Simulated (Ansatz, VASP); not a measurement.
## TiSe2 in VASP and in Ansatz

Contents of INCAR:

```
SYSTEM = TiSe2
ALGO = Fast ; DIPOL = 0.5 0.5 0.500
EDIFF = 1E-7 ; ENCUT = 520
GGA = PE ; IDIPOL = 3
ISIF = 2 ; ISMEAR = 0
IVDW = 12 ; LASPH = .TRUE.
LCHARG = .TRUE. ; LDIPOL = .TRUE.
LELF = .TRUE. ; LREAL = .FALSE.
LVACPOTAV = .TRUE. ; LVHAR = .TRUE.
LWAVE = .FALSE. ; NBANDS = 33
NELM = 100 ; PREC = Accurate
SIGMA = 0.1
```

Contents of KPOINTS:

```
k-points
0
G
  6 6 1
  0 0 0
```

File POSCAR:

```
TiSe2
1.0
    3.4807141333      0.0000000000      0.0000000000
   -1.7403570667      3.0143868628      0.0000000000
    0.0000000000      0.0000000000     43.9640387901
Se Ti
4 2
Direct
    0.6666666667      0.3333333333      0.3978481090
    0.3333333333      0.6666666667      0.4685618563
    0.6666666667      0.3333333333      0.5314381437
    0.3333333333      0.6666666667      0.6021518910
    0.0000000000      0.0000000000      0.4332049827
    0.0000000000      0.0000000000      0.5667950173
```

Input for Ansatz:

```yaml
crystal:
  lattice:
    - [3.4807141366, 0.0, 0.0]
    - [-1.7403570683, 3.0143868656, 0.0]
    - [0.0, 0.0, 43.9640387615]
  atoms:
    - { symbol: Se, position: [0.6666666667, 0.3333333333, 0.3978481091] }
    - { symbol: Ti, position: [0.0, 0.0, 0.4332049828] }
    - { symbol: Se, position: [0.3333333333, 0.6666666667, 0.4685618564] }
    - { symbol: Se, position: [0.6666666667, 0.3333333333, 0.5314381436] }
    - { symbol: Ti, position: [0.0, 0.0, 0.5667950172] }
    - { symbol: Se, position: [0.3333333333, 0.6666666667, 0.6021518909] }
  periodic: [true, true, false]
basis:
  ecutwfc: 420
kpoints:
  mp_grid: { grid: [6, 6, 1] }
hamiltonian:
  xc: pbe
  dispersion: d3bj
scf:
  occupations: { method: gaussian, width: 0.1 }
output:
  forces: true
  stress: true
  eigenvalues: true
```

Alike in both runs: task single point; functional PBE; dispersion D3(BJ); k mesh 6 × 6 × 1; occupations gaussian, width 0.1 eV; no spin polarisation.

|  | VASP | Ansatz |
| --- | --- | --- |
| version | VASP 6.6.1 | Ansatz 0.2.0 |
| potentials or method | VASP PAW PBE potentials, release 64 (Se, Ti_sv) | scalar-relativistic, plane waves, PAW |
| plane-wave cutoff (eV) | 520 | 420 |
| valence electrons in the cell | 48 | 88 |

Ansatz gave:

- gap on the k mesh at the Fermi level (eV): none
- rms of the force components (eV/Å): 0.069
- work function, face that differs most (eV): 5.35

Question: What did VASP give for the same quantities?

Answer: gap on the k mesh at the Fermi level (eV): none; rms of the force components (eV/Å): 0.072; work function, face that differs most (eV): 5.36.

A gap of «none» marks a metal or a gap that the smearing closes. The two sets of potentials don't hold the same shells in valence.
